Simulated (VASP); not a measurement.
Input of a VASP 6.6.1 run:

INCAR

```
SYSTEM = Ge
PREC     = Accurate       ! precision mode
ENCUT    = 520            ! plane-wave cutoff, eV
EDIFF    = 1E-7           ! SCF threshold, eV
ISMEAR   = 0              ! smearing method
SIGMA    = 0.02           ! smearing width, eV
LREAL    = .FALSE.        ! projectors in reciprocal space
LASPH    = .TRUE.         ! aspherical terms in the spheres
NELM     = 80             ! most SCF steps
ALGO     = Normal         ! electronic algorithm
ISIF     = 2              ! what is computed and relaxed
LWAVE    = .FALSE.        ! write WAVECAR
LCHARG   = .FALSE.        ! write CHGCAR
GGA      = PE             ! functional
NBANDS   = 11             ! bands
```

KPOINTS

```
Automatic mesh
0
G
  10 10 10
  0 0 0
```

The input POSCAR:

```
Ge                                      
1.0
    0.0000000000      2.9751951580      2.9751951580
    2.9751951580      0.0000000000      2.9751951580
    2.9751951580      2.9751951580      0.0000000000
  Ge            
     2
Direct
     0.0000000000000000    0.0000000000000000    0.0000000000000000
     0.2500000000000000    0.2500000000000000    0.2500000000000000
```

Potentials or basis: VASP PAW PBE potentials, release 64 (Ge).

The run is started by

```bash
$ cat potpaw_PBE.64/Ge/POTCAR > POTCAR
$ mpirun -np 1 vasp_std > vasp.out
```

**Question.** Predict the pressure.

**Answer.** -4.1 GPa.

**Question.** What does it give for the band gap on the k mesh?

**Answer.** None (metal or under the smearing width).
